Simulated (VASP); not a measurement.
Here is a VASP 6.6.1 calculation.

POSCAR

```
CdTe
1.0
    0.0000000000      3.2678590959      3.2678590959
    3.2678590959      0.0000000000      3.2678590959
    3.2678590959      3.2678590959      0.0000000000
Te Cd
1 1
Direct
    0.7500000000      0.7500000000      0.7500000000
    0.0000000000      0.0000000000      0.0000000000
```

The input INCAR.step1:

```
SYSTEM = CdTe
  PREC = Accurate
  ENCUT = 520
  EDIFF = 1E-5
  ISMEAR = -1
  SIGMA = 0.05
  LREAL = .FALSE.
  LASPH = .TRUE.
  NELM = 100
  ALGO = Normal
  ISIF = 2
  LWAVE = .TRUE.
  LCHARG = .FALSE.
  NBANDS = 16
  GGA = PE
```

The input INCAR.step2:

```
SYSTEM = CdTe
  PREC = Accurate
  ENCUT = 520
  EDIFF = 1E-6
  ISMEAR = -1
  SIGMA = 0.05
  LREAL = .FALSE.
  LASPH = .TRUE.
  NELM = 100
  ALGO = Normal
  ISIF = 2
  LWAVE = .FALSE.
  LCHARG = .FALSE.
  METAGGA = R2SCAN
  LHFCALC = .TRUE.
  AEXX = 0.5
  LMIXTAU = .TRUE.
  PRECFOCK = Normal
  NBANDS = 16
  ISTART = 1
```

Contents of KPOINTS:

```
regular mesh
0
G
  4 4 4
  0 0 0
```

Potentials or basis: VASP PAW PBE potentials, release 64 (Te, Cd).

Command:

```bash
$ cat potpaw_PBE.64/Te/POTCAR potpaw_PBE.64/Cd/POTCAR > POTCAR
$ cp INCAR.step1 INCAR
$ mpirun -np 1 vasp_std > vasp.out
$ cp INCAR.step2 INCAR
$ mpirun -np 1 vasp_std > vasp.out
```

Q: Estimate the pressure.

A: -0.9 GPa.

Q: Estimate the band gap on the k mesh.

A: 3.76 eV.

Caveat: the PAW data sets were made with another functional, which shifts forces and pressure a little; spin-orbit coupling is left out, which moves the levels of the heavy elements.

**Experimental background.**

From a printed reference work, data compilation, for a bulk crystal of CdTe at 0 K: band gap 1.607 eV.

A measured gap of CdTe is 1.607 eV (0 K; a printed reference work, data compilation); the calculated 3.76 eV misses it by +2.15 eV. So large a miss can be the level of theory's own, or it may mean another phase, state or a wrong row. Spin-orbit coupling on Cd, Te is left out. The value is that of r2SCAN50, without temperature or zero-point motion.
